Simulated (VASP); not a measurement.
# MgO (Pm-3m) in VASP: further runs

One crystal, MgO, is run at these levels: LDA; tasks: single point.

Everything below comes from runs of VASP 6.6.1. Logs are shortened: lines on timing, memory, paths and dates and some standing lists are left out, and cuts for length are marked.

### 1 The crystal as given

It takes space group Pm-3m (No. 221, cubic). The conventional cell has a = 2.598 Å, b = 2.598 Å, c = 2.598 Å, α = 90.00°, β = 90.00°, γ = 90.00°. Mg (site symmetry m-3m) is surrounded by 8 O at 2.25 Å. O (site symmetry m-3m) has 8 Mg at 2.25 Å as nearest neighbours.

Measurements of this composition are mostly on another form, of space group No. 225.

### 2 Single point, LDA

Input file INCAR:

```
PREC = Accurate
ENCUT = 520
EDIFF = 1E-7
ISMEAR = 0
SIGMA = 0.02
LREAL = F
LASPH = T
NELM = 100
ALGO = Normal
ISIF = 2
LWAVE = F
LCHARG = F
NBANDS = 11
```

Input file KPOINTS:

```
Automatic mesh
0
Gamma
  10 10 10
```

Input file POSCAR:

```
MgO
1.0
    2.5979000000      0.0000000000      0.0000000000
    0.0000000000      2.5979000000      0.0000000000
    0.0000000000      0.0000000000      2.5979000000
Mg O
1 1
Direct
    0.0000000000      0.0000000000      0.0000000000
    0.5000000000      0.5000000000      0.5000000000
```

Potentials or basis: VASP PAW LDA potentials, release 64 (Mg, O).

Command:

```sh
> cat potpaw_LDA.64/Mg/POTCAR potpaw_LDA.64/O/POTCAR > POTCAR
> mpirun -np 1 vasp_std > vasp.out
```

OUTCAR:

```text
PREC = Accurate
   ENCUT = 520
   EDIFF = 1E-7
   ISMEAR = 0
   LREAL = F
   LASPH = T
   NELM = 100
   ISIF = 2

 ion  position               nearest neighbor table
   1  0.000  0.000  0.000-   2 2.25   2 2.25   2 2.25   2 2.25   2 2.25   2 2.25   2 2.25   2 2.25

   2  0.500  0.500  0.500-   1 2.25   1 2.25   1 2.25   1 2.25   1 2.25   1 2.25   1 2.25   1 2.25

  LATTYP: Found a simple cubic cell.
 ALAT       =     2.5979000000

  Lattice vectors:

 A1 = (   2.5979000000,   0.0000000000,   0.0000000000)
 A2 = (   0.0000000000,   2.5979000000,   0.0000000000)
 A3 = (   0.0000000000,   0.0000000000,   2.5979000000)

Analysis of symmetry for initial positions (statically):
=====================================================================
 Subroutine PRICEL returns:
 Original cell was already a primitive cell.

 Routine SETGRP: Setting up the symmetry group for a
 simple cubic supercell.

 Subroutine GETGRP returns: Found 48 space group operations
 (whereof 48 operations were pure point group operations)
 out of a pool of 48 trial point group operations.

The static configuration has the point symmetry O_h .

Analysis of symmetry for dynamics (positions and initial velocities):
=====================================================================
 Subroutine PRICEL returns:
 Original cell was already a primitive cell.

 Routine SETGRP: Setting up the symmetry group for a
 simple cubic supercell.

 Subroutine GETGRP returns: Found 48 space group operations
 (whereof 48 operations were pure point group operations)
 out of a pool of 48 trial point group operations.

The dynamic configuration has the point symmetry O_h .

 Subroutine INISYM returns: Found 48 space group operations
 (whereof 48 operations are pure point group operations),
 and found     1 'primitive' translations

----------------------------------------------------------------------------------------

                                     Primitive cell

  volume of cell :      17.5334

  direct lattice vectors                    reciprocal lattice vectors
     2.597900000  0.000000000  0.000000000     0.384926287  0.000000000  0.000000000
     0.000000000  2.597900000  0.000000000     0.000000000  0.384926287  0.000000000
     0.000000000  0.000000000  2.597900000     0.000000000  0.000000000  0.384926287

  length of vectors
     2.597900000  2.597900000  2.597900000     0.384926287  0.384926287  0.384926287

  position of ions in fractional coordinates (direct lattice)
[... 88 lines left out ...]
   TEBEG  =    0.0;   TEEND  =   0.0 temperature during run
   PSTRESS=    0.0 pullay stress
   NELECT =       8.0000    total number of electrons
   NUPDOWN=      -1.0000    fix difference up-down
   EMIN   =  10.00;   EMAX   =-10.00  energy-range for DOS
   EFERMI =   0.00;   METHOD = LEGACY
   ISMEAR =     0;   SIGMA  =   0.02  broadening in eV -4-tet -1-fermi 0-gaus
   EFERMI_NEDOS =   21; number of points for ismear=-14 and -15
   IALGO  =     38    algorithm
   IMIX   =      4    mixing-type and parameters
     AMIX     =   0.40;   BMIX     =  1.00
     AMIX_MAG =   1.60;   BMIX_MAG =  1.00
  volume/ion in A,a.u.               =       8.77        59.16
  Fermi-wavevector in a.u.,A,eV,Ry     =   1.260325  2.381668 21.611739  1.588418
  Thomas-Fermi vector in A             =   2.393840
   LORBIT       =      0    0 simple, 1 ext, 2 COOP (PROOUT), +10 PAW based schemes
   GGA     = CA    functional components
   LHFCALC =     F    Hartree Fock is set to
   AEXX    =    0.0000 exact exchange contribution
   IVDW    =     0    specifies the selected vdW correction
   LEPSILON=     F    determine dielectric tensor
   LRPA    =     F    only Hartree local field effects (RPA)
 non-spin polarized calculation
 Gauss-broadening in eV      SIGMA  =   0.02
  energy-cutoff  :      520.00
  volume of cell :       17.53
 maximum number of plane-waves:       484
 NGX is ok and might be reduce to    20
   NGX =  9   NGY =  9   NGZ =  9

 number of electron       8.0000004 magnetization

 Free energy of the ion-electron system (eV)
  ---------------------------------------------------
  ext. energy  EPLUGINS =         0.00000000
  ---------------------------------------------------
  free energy    TOTEN  =       -11.91605437 eV

  energy without entropy =      -11.91605437  energy(sigma->0) =      -11.91605437

 E-fermi :   5.3026     XC(G=0): -11.9947

 val. band max:        5.1050214776   @ k =   0.5000   0.5000   0.0000
 cond. band min:       7.9524306801   @ k =   0.0000   0.0000   0.0000
 fundamental gap:      2.8474092025
 Fermi energy:         5.3026079823

 k-point     1 :       0.0000    0.0000    0.0000
  band No.  band energies     occupation
      1     -13.4508      2.00000
      2       4.0361      2.00000
      3       4.0361      2.00000
      4       4.0361      2.00000
      5       7.9524      0.00000
      6      15.3852      0.00000
      7      15.3852      0.00000
      8      25.7262      0.00000
      9      25.7262      0.00000
     10      25.7262      0.00000
     11      32.8396      0.00000
[... 309 lines left out ...]
 k-point    24 :       0.3000    0.1000    0.1000
  band No.  band energies     occupation
      1     -12.4358      2.00000
      2       0.0883      2.00000
      3       3.6472      2.00000
      4       3.8881      2.00000
      5      11.5257      0.00000
      6      15.9360      0.00000
      7      16.9644      0.00000
      8      23.3518      0.00000
      9      23.9891      0.00000
     10      27.1776      0.00000
     11      27.4022      0.00000

 [... further k-points ...]

------------------------ aborting loop because EDIFF is reached ----------------------------------------

  FORCE on cell =-STRESS in cart. coord.  units (eV):
  Direction    XX          YY          ZZ          XY          YZ          ZX
  --------------------------------------------------------------------------------------
  -------------------------------------------------------------------------------------
  Total       -0.2826158     -0.2826158     -0.2826158      0.0000000      0.0000000     -0.0000000
  in kB      -25.8249656    -25.8249656    -25.8249656      0.0000000      0.0000000     -0.0000000
  external PRESSURE =     -25.8249656 kB  Pullay stress =       0.0000000 kB

 VOLUME and BASIS-vectors are now :
 -----------------------------------------------------------------------------
  energy-cutoff  :      520.00
  volume of cell :       17.53
      direct lattice vectors                 reciprocal lattice vectors
     2.597900000  0.000000000  0.000000000     0.384926287  0.000000000  0.000000000
     0.000000000  2.597900000  0.000000000     0.000000000  0.384926287  0.000000000
     0.000000000  0.000000000  2.597900000     0.000000000  0.000000000  0.384926287

 POSITION                                       TOTAL-FORCE (eV/Angst)
 -----------------------------------------------------------------------------------
      0.00000      0.00000      0.00000         0.000000      0.000000      0.000000
      1.29895      1.29895      1.29895         0.000000      0.000000      0.000000
 -----------------------------------------------------------------------------------
    total drift:                                0.000000      0.000000      0.000000

  FREE ENERGIE OF THE ION-ELECTRON SYSTEM (eV)
  ---------------------------------------------------
  free  energy   TOTEN  =       -11.9160543671 eV

  energy  without entropy=      -11.9160543671  energy(sigma->0) =      -11.91605437
```

OSZICAR:

```text
N       E                     dE             d eps       ncg     rms          rms(c)
DAV:   1     0.114434194468E+02    0.11443E+02   -0.47966E+03  1456   0.660E+02
DAV:   2    -0.130977267074E+02   -0.24541E+02   -0.24135E+02  1428   0.130E+02
DAV:   3    -0.135617104950E+02   -0.46398E+00   -0.46345E+00  1406   0.153E+01
DAV:   4    -0.135626142222E+02   -0.90373E-03   -0.90372E-03  1351   0.776E-01
DAV:   5    -0.135626162217E+02   -0.19995E-05   -0.19995E-05  1417   0.342E-02    0.690E+00
DAV:   6    -0.120106157149E+02    0.15520E+01   -0.82562E+00  1247   0.156E+01    0.217E+00
DAV:   7    -0.119535673416E+02    0.57048E-01   -0.72994E-02  1322   0.227E+00    0.126E+00
DAV:   8    -0.119165902644E+02    0.36977E-01   -0.49848E-02  1329   0.196E+00    0.237E-01
DAV:   9    -0.119162446820E+02    0.34558E-03   -0.35964E-04  1375   0.146E-01    0.149E-01
DAV:  10    -0.119160566040E+02    0.18808E-03   -0.35464E-04  1310   0.176E-01    0.124E-02
DAV:  11    -0.119160544872E+02    0.21168E-05   -0.49322E-06  1334   0.108E-02    0.445E-03
DAV:  12    -0.119160543809E+02    0.10629E-06   -0.15709E-07  1344   0.228E-03    0.836E-04
DAV:  13    -0.119160543671E+02    0.13750E-07   -0.10961E-08   679   0.888E-04
   1 F= -.11916054E+02 E0= -.11916054E+02  d E =-.138666E-46
```

stdout:

```text
POSCAR found type information on POSCAR MgO
 POSCAR found :  2 types and       2 ions
 scaLAPACK will be used
 LDA part: xc-table for (Slater(with rela. corr.)+CA(PZ))
 , standard interpolation
 POSCAR, INCAR and KPOINTS ok, starting setup
 FFT: planning ... GRIDC
 FFT: planning ... GRID_SOFT
 FFT: planning ... GRID
 WAVECAR not read
 entering main loop
```

Wall time 4.3 s (1 thread of Intel Xeon Platinum 8559C (Emerald Rapids), shared host); peak memory 0.12 GiB.

What came out:

```yaml
Free_energy: -11.9161 eV
Pressure: -2.6 GPa
Band_gap_on_the_k_mesh: 2.85 eV, indirect (least direct gap 3.92 eV)
```

Levels at points of the mesh, in eV from the valence-band top:
| k point | band 1 | band 2 | band 3 | band 4 | band 5 | band 6 | band 7 | band 8 | band 9 |
| --- | --- | --- | --- | --- | --- | --- | --- | --- | --- |
| (0.00, 0.00, 0.00) | -18.56 | -1.07 | -1.07 | -1.07 | 2.85 | 10.28 | 10.28 | 20.62 | 20.62 |
| (0.50, 0.00, 0.00) | -17.18 | -6.85 | -0.60 | -0.60 | 7.23 | 9.69 | 14.48 | 17.48 | 18.22 |
| (0.50, 0.50, 0.00) | -16.21 | -4.97 | -4.97 | 0.00 | 4.85 | 12.38 | 12.38 | 13.52 | 19.36 |
| (0.50, 0.50, 0.50) | -15.25 | -3.86 | -3.86 | -3.86 | 7.41 | 7.41 | 7.41 | 16.72 | 19.07 |

A k mesh can miss the band edges. As with any semilocal functional, this LDA gap is likely too small.

### 3 Single point, LDA

This run uses another cell than the first one, of 8.49 Å³/atom, 0.969 times its volume.

Input file INCAR:

```
PREC = Accurate
ENCUT = 520
EDIFF = 1E-6
ISMEAR = 0
SIGMA = 0.05
LREAL = F
LASPH = T
NELM = 100
ALGO = Normal
ISIF = 2
LWAVE = F
LCHARG = F
GGA = CA
NBANDS = 11
```

Input file KPOINTS:

```
Automatic mesh
0
Gamma
  6 6 6
```

Input file POSCAR:

```
MgO
1.0
    2.5703633984      0.0000000000      0.0000000000
    0.0000000000      2.5703633984      0.0000000000
    0.0000000000      0.0000000000      2.5703633984
Mg O
1 1
Direct
    0.0000000000      0.0000000000      0.0000000000
    0.5000000000      0.5000000000      0.5000000000
```

Potentials or basis: VASP PAW LDA potentials, release 64 (Mg, O).

Command:

```sh
> cat potpaw_LDA.64/Mg/POTCAR potpaw_LDA.64/O/POTCAR > POTCAR
> mpirun -np 1 vasp_std > vasp.out
```

Run time: 2 s. Hardware: 1 thread of Intel Xeon Platinum 8559C (Emerald Rapids), shared host; peak memory 0.12 GiB.

The run converged. Its results:

```
Free energy            : -11.9126 eV
Pressure               : 2.7 GPa
Band gap on the k mesh : 3.16 eV, indirect (least direct gap 4.27 eV)
```

Levels at points of the mesh, in eV from the valence-band top:
| k point | band 1 | band 2 | band 3 | band 4 | band 5 | band 6 | band 7 | band 8 |
| --- | --- | --- | --- | --- | --- | --- | --- | --- |
| (0.00, 0.00, 0.00) | -18.79 | -1.11 | -1.11 | -1.11 | 3.16 | 10.32 | 10.32 | 21.15 |
| (0.50, 0.00, 0.00) | -17.34 | -7.06 | -0.63 | -0.63 | 7.52 | 10.04 | 14.63 | 17.64 |
| (0.50, 0.50, 0.00) | -16.31 | -5.14 | -5.14 | 0.00 | 4.96 | 12.73 | 12.73 | 13.78 |
| (0.50, 0.50, 0.50) | -15.29 | -4.02 | -4.02 | -4.02 | 7.54 | 7.54 | 7.54 | 17.32 |

A k mesh can miss the band edges. Expect the measured gap to be larger: semilocal functionals such as LDA lack the derivative discontinuity.
